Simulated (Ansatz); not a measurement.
GaN (started from an entry of an open crystallographic database), relaxed with r2SCAN, was run in Ansatz 0.2.0 under altered settings. All numbers are computed, without spin polarisation but where a row says otherwise.

```yaml
crystal:
  lattice:
    - [0.00000, 2.10852, 2.10852]
    - [2.10852, 0.00000, 2.10852]
    - [2.10852, 2.10852, 0.00000]
  atoms:
    - { symbol: Ga, position: [0.50000, 0.50000, 0.50000] }
    - { symbol: N, position: [0.00000, 0.00000, 0.00000] }
```

The base run's other keys:
```yaml
kpoints:
  mp_grid: { grid: [6, 6, 6] }
hamiltonian:
  xc: hse06
scf:
  occupations: { method: fixed }
  n_extra_bands: 4
```

It takes 13 iterations with 339 plane waves at 420 eV and 16 k points, and leaves a mean stress of -1.50 GPa. The gap over this mesh is 1.898 eV. It ran on 4 threads of Arm Neoverse V1, on a shared host.

Outcomes, with energy and stress as changes against the base:

| setting | outcome | ΔF (meV/atom) | Δ mean stress (GPa) | gap on the mesh (eV) | iterations | wall time |
| --- | --- | --- | --- | --- | --- | --- |
| scf.exx.ecutfock_ratio: 1 | converged | +9.8 | 0.0 | 1.896 | 13 | 3.9 s |
| PBE hybrid, exx coeff 0.35, omega 0.3 1/Å | converged | – | -2.8 | 2.137 | 13 | 4.8 s |
| PBE hybrid, exx coeff 0.05, omega 0.1 1/Å | converged | – | +7.5 | 0.931 | 12 | 4.3 s |
| PBE hybrid, exx coeff 0.1, unscreened | converged | – | +5.6 | 1.391 | 11 | 4.3 s |
| scf.occupations: methfessel_paxton 0.2 | converged | 0.0 | 0.0 | 1.898 | 13 | 4.4 s |
| scf.occupations: gaussian 0.001 | converged | 0.0 | 0.0 | 1.898 | 12 | 4.5 s |

A dash marks a value that wasn't obtained or can't be compared. Stress is positive in compression. The base took 4.5 s.

- scf.exx.ecutfock_ratio: 1. The free energy moves by +9.8 meV an atom, the mean stress by 0.0 GPa and the gap on the mesh by -0.002 eV (to 1.896). The result is sensitive to this setting.
- PBE hybrid, exx coeff 0.35, omega 0.3 1/Å. That is 35 % exact exchange, screened with ω = 0.3 1/Å, against HSE06's 25 % screened at 0.208 1/Å. The mean stress moves by -2.8 GPa and the gap on the mesh by +0.239 eV (to 2.137). Totals of different functionals aren't comparable.
- PBE hybrid, exx coeff 0.05, omega 0.1 1/Å. That is 5 % exact exchange, screened with ω = 0.1 1/Å, against HSE06's 25 % screened at 0.208 1/Å. The mean stress moves by +7.5 GPa and the gap on the mesh by -0.967 eV (to 0.931). Totals of different functionals aren't comparable. The program warns that on this mesh the truncation of the exchange isn't bounded, so part of the change can be an error of the mesh.
- PBE hybrid, exx coeff 0.1, unscreened. That is 10 % exact exchange, at all ranges, against HSE06's 25 % screened at 0.208 1/Å. The mean stress moves by +5.6 GPa and the gap on the mesh by -0.507 eV (to 1.391). Totals of different functionals aren't comparable.

Within 1 meV an atom, 0.1 GPa and 0.005 eV of the base stay: scf.occupations: methfessel_paxton 0.2; scf.occupations: gaussian 0.001.

The stress of a hybrid is loosely converged in these runs.

The meshes of the hybrids are coarse, so their gaps aren't converged to the digits shown.
